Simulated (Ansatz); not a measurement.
The system is KF (Carobbiite).

```
K F
1.0
     0.00000    2.67185    2.67185
     2.67185    0.00000    2.67185
     2.67185    2.67185    0.00000
K F
1 1
Cartesian
  0.0000 0.0000 0.0000
  2.6719 2.6719 2.6719
```

Base run:

| Property | Result |
| --- | --- |
| Program | Ansatz 0.2.0 |
| Functional | PBE |
| Potentials or basis | Ansatz PAW |
| Cutoff | 420 eV |
| Density cutoff | 1680 eV |
| k mesh | 9 × 9 × 9 |
| Occupations | fermi-dirac, width 0.05 eV |
| Spin | no spin polarisation |

Its results: band gap on the k mesh 6.18 eV, direct; pressure 1.4 GPa.

Problem. The run is repeated on the same cell with these changes: functional from PBE to r2SCAN; cutoff from 420 eV to 500 eV; density cutoff from 1680 eV to 2000 eV. What comes out?

Solution. Band gap on the k mesh 6.83 eV, direct; pressure -0.5 GPa.

r2SCAN gives the wider gap, since meta-GGAs in the generalised Kohn-Sham scheme recover part of the derivative discontinuity.

Caveats: odd divisions of the mesh miss points on the zone boundary, where band edges often lie, so the gap on the mesh can be too wide (some runs); the PAW data sets come from PBE, with cores solved anew for the run's functional, which leaves a small shift of forces and pressure (some runs).

Not every run made on this cell is shown here.
